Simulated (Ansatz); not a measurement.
# Ti3Al: the cost of one run

Computed with Ansatz 0.2.0 (DFT PBEsol, scalar-relativistic, plane waves, PAW, unless a step's input says otherwise).

The COD entry's cell or inner coordinates are ideal or old and differ from later refinements, so a difference from it is no clean test against experiment.

2 further runs of the same task are left out: 2 set aside as unsound or not needed. Runs told in other sessions of the task aren't counted.

## 1. The starting structure

Symmetry: P6_3/mmc, No. 194, hexagonal system. Conventional cell: a = 5.688 Å, b = 5.688 Å, c = 4.608 Å, α = 90.00°, β = 90.00°, γ = 120.00°. Ti (site symmetry mm2) is surrounded by 8 Ti at 2.79 to 2.90 Å and 4 Al at 2.81 to 2.84 Å. Al (site symmetry -6m2) is surrounded by 12 Ti at 2.81 to 2.84 Å.

Structure file:

```xyz
16
Lattice="-2.8439 -4.9258 0.0000 2.8439 -4.9258 0.0000 0.0000 0.0000 9.2154" Properties=species:S:1:pos:R:3 pbc="T T T"
Ti    1.3962   -4.0899    1.1519
Ti    1.3962   -4.0899    5.7597
Ti    1.3962   -5.7616    3.4558
Ti    1.3962   -5.7616    8.0635
Ti    0.0000   -1.6717    1.1519
Ti    0.0000   -1.6717    5.7597
Ti   -1.3962   -5.7616    3.4558
Ti   -1.3962   -5.7616    8.0635
Ti   -1.3962   -4.0899    1.1519
Ti   -1.3962   -4.0899    5.7597
Ti    0.0000   -8.1799    3.4558
Ti    0.0000   -8.1799    8.0635
Al    0.0000   -6.5677    1.1519
Al    0.0000   -6.5677    5.7597
Al    0.0000   -3.2839    3.4558
Al    0.0000   -3.2839    8.0635
```

It is built from the cell relaxed beforehand with the same method (16.14 Å³/atom).

## 2. The undisturbed cell

Contents of input.yaml:

```yaml
crystal:
  lattice:
    - [-2.8438977389, -4.9257753754, 0.0]
    - [2.8438977389, -4.9257753753, 0.0]
    - [0.0, 0.0, 9.215444098]
  atoms:
    - { symbol: Ti, position: [0.1696888166, 0.6606223668, 0.125] }
    - { symbol: Ti, position: [0.1696888166, 0.6606223668, 0.625] }
    - { symbol: Ti, position: [0.3393776332, 0.8303111834, 0.375] }
    - { symbol: Ti, position: [0.3393776332, 0.8303111834, 0.875] }
    - { symbol: Ti, position: [0.1696888166, 0.1696888166, 0.125] }
    - { symbol: Ti, position: [0.1696888166, 0.1696888166, 0.625] }
    - { symbol: Ti, position: [0.8303111834, 0.3393776332, 0.375] }
    - { symbol: Ti, position: [0.8303111834, 0.3393776332, 0.875] }
    - { symbol: Ti, position: [0.6606223668, 0.1696888166, 0.125] }
    - { symbol: Ti, position: [0.6606223668, 0.1696888166, 0.625] }
    - { symbol: Ti, position: [0.8303111834, 0.8303111834, 0.375] }
    - { symbol: Ti, position: [0.8303111834, 0.8303111834, 0.875] }
    - { symbol: Al, position: [0.6666666667, 0.6666666667, 0.125] }
    - { symbol: Al, position: [0.6666666667, 0.6666666667, 0.625] }
    - { symbol: Al, position: [0.3333333333, 0.3333333333, 0.375] }
    - { symbol: Al, position: [0.3333333333, 0.3333333333, 0.875] }
basis:
  ecutwfc: 420
kpoints:
  mp_grid: { grid: [8, 8, 5] }
hamiltonian:
  xc: pbesol
scf:
  occupations: { method: gaussian, width: 0.15 }
output:
  forces: true
  stress: true
  eigenvalues: true
  write_density: true
  write_potential: true
  elf: true
  volumetric_format: npy
```

The run is started by

```console
$ ansatz run input.yaml --threads 2 --pin off --max-ram 5120MiB --backend cpu --events-out ev --progress --plain --runs-dir out
```

What time and memory should one allow on 2 threads of AMD EPYC 9R45 (Zen 5), shared host?

About 8.8 s, with a peak of 1 GiB.
